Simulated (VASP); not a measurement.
Crystal: CuO.

```
Cu O
1.0
     2.83633    0.00000    0.00000
    -1.41816    2.45633    0.00000
     0.00000    0.00000    2.76811
Cu O
1 1
Direct
  0.00085 0.00353 0.00133
  0.66687 0.33190 0.50228
```

The cell comes from a database or a generator and needn't be the stable form of this composition.

The cell isn't the ideal one: atoms moved at random, drawn with an rms of 0.02 Å.

```yaml
Program: VASP 6.6.1
Task: relaxation of the atoms
Functional: r2SCAN
Potentials_or_basis: VASP PAW PBE potentials, release 64 (Cu, O)
Cutoff: 520 eV
k_mesh: 8 × 8 × 7
Occupations: gaussian, width 0.05 eV
Spin: no spin polarisation
```

At the start: pressure -7.1 GPa; volume 9.64 Å³/atom.

Q: Where does the relaxation end?

A: Over 47 steps the energy falls by 120.8 meV/atom; space group Cmmm (No. 65, to 0.05 Å).

The path:
```tsv
step	energy change (eV)	largest force (eV/Å)	pressure (GPa)
1	0.0000	0.0623	-7.05
3	-0.0025	0.1454	-7.10
5	-0.0288	0.3128	-6.51
7	0.0444	2.3840	6.79
9	-0.0608	0.9519	-2.40
11	-0.0614	0.8646	-2.67
13	-0.0616	0.8776	-2.83
15	-0.0622	0.9264	-2.36
17	-0.0623	0.9644	-2.18
19	-0.0640	0.9679	-2.25
21	-0.0717	0.9788	-1.94
23	-0.1036	1.0120	-1.40
25	-0.1979	0.8435	-0.28
27	-0.2276	0.4863	-0.82
29	-0.2375	0.1871	-1.43
31	-0.2395	0.0508	-1.44
33	-0.2399	0.0613	-1.40
35	-0.2404	0.0445	-1.34
37	-0.2411	0.0910	-1.17
39	-0.2412	0.0721	-1.28
41	-0.2415	0.0235	-1.32
43	-0.2415	0.0250	-1.19
45	-0.2416	0.0061	-1.24
47	-0.2416	0.0017	-1.25
```

Final structure:
```cif
data_structure
_symmetry_space_group_name_H-M 'P 1'
_symmetry_Int_Tables_number 1
_cell_length_a 2.8363
_cell_length_b 2.8363
_cell_length_c 2.7681
_cell_angle_alpha 90.000
_cell_angle_beta 90.000
_cell_angle_gamma 120.000
_cell_volume 19.29
loop_
_atom_site_label
_atom_site_type_symbol
_atom_site_fract_x
_atom_site_fract_y
_atom_site_fract_z
_atom_site_occupancy
Cu1 Cu 0.08356 0.16714 0.00172 1
O1 O 0.58416 0.16830 0.50188 1
```

Caveat: the PAW data sets were made with another functional, which shifts forces and pressure a little; an odd number of electrons without spin polarisation forces a metal; a magnetic or distorted state may lie lower; the run has no spin polarisation, though such a crystal can be magnetic.
